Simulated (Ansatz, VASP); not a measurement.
## Pt: VASP beside Ansatz

INCAR

```
SYSTEM = Pt
  ALGO = Normal
  EDIFF = 1E-6
  ENCUT = 520
  GGA = PE
  ISIF = 2
  ISMEAR = 0
  LASPH = .True.
  LCHARG = .False.
  LREAL = .False.
  LWAVE = .False.
  NBANDS = 17
  NELM = 80
  PREC = Accurate
  SIGMA = 0.15
```

Contents of KPOINTS:

```
k-points
0
Gamma
  18 18 10
  0 0 0
```

The input POSCAR:

```
Pt
1.0
    2.9034000000      0.0000000000      0.0000000000
   -1.4517000000      2.5144181573      0.0000000000
    0.0000000000      0.0000000000      4.6021000000
Pt
2
Direct
    0.6666666667      0.3333333333      0.7500000000
    0.3333333333      0.6666666667      0.2500000000
```

Input for Ansatz:

```yaml
crystal:
  lattice:
    - [2.9034, 0.0, 0.0]
    - [-1.4517, 2.5144181573, 0.0]
    - [0.0, 0.0, 4.6021]
  atoms:
    - { symbol: Pt, position: [0.6666666667, 0.3333333333, 0.75] }
    - { symbol: Pt, position: [0.3333333333, 0.6666666667, 0.25] }
basis:
  ecutwfc: 420
kpoints:
  mp_grid: { grid: [18, 18, 10] }
hamiltonian:
  xc: pbe
scf:
  occupations: { method: gaussian, width: 0.15 }
output:
  forces: true
  stress: true
  eigenvalues: true
  write_density: true
  write_potential: true
  elf: true
  volumetric_format: npy
```

Alike in both runs: task single point; functional PBE; k mesh 18 × 18 × 10; occupations gaussian, width 0.15 eV; no spin polarisation.

|  | VASP | Ansatz |
| --- | --- | --- |
| version | VASP 6.6.1 | Ansatz 0.2.0 |
| potentials or method | VASP PAW PBE potentials, release 64 (Pt) | scalar-relativistic, plane waves, PAW |
| plane-wave cutoff (eV) | 520 | 420 |
| valence electrons in the cell | 20 | 36 |

VASP gave:

- gap on the k mesh at the Fermi level (eV): none
- pressure (GPa): -13.0
- largest component of the traceless stress (GPa): 4.60

Question: Which values does Ansatz return?

Answer: gap on the k mesh at the Fermi level (eV): none; pressure (GPa): -12.7; largest component of the traceless stress (GPa): 4.63.

A gap of «none» marks a metal or a gap that the smearing closes. The two sets of potentials don't hold the same shells in valence.

The runs have no spin-orbit coupling, so splittings on Pt are missing.
